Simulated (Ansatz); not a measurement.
TiC in Ansatz: the effect of functional

The system is TiC.

```
CELL_PARAMETERS angstrom
0.00000 2.16572 2.16572
2.16572 0.00000 2.16572
2.16572 2.16572 0.00000
ATOMIC_POSITIONS crystal
Ti 0.00000 0.00000 0.00000
C 0.50000 0.50000 0.50000
```

The cell is a database's computed one.

Alike in all runs:

- Program: Ansatz 0.2.0
- Task: single point
- Potentials or basis: all-electron PAW datasets made for the crystal
- k mesh: 8 × 8 × 8
- Occupations: fermi-dirac, width 0.05 eV
- Spin: no spin polarisation

```csv
functional,cutoff,pressure (GPa)
PBEsol,340 eV (chosen from the basis error),?
HSE06,380 eV (chosen from the basis error),-5.0
PBE0,380 eV (chosen from the basis error),-5.2
```

Q: What does the run with functional PBEsol give?

A: Pressure -6.7 GPa.

Caveats: the k mesh is thin for a metal, which can move the energy by tens of meV per atom.
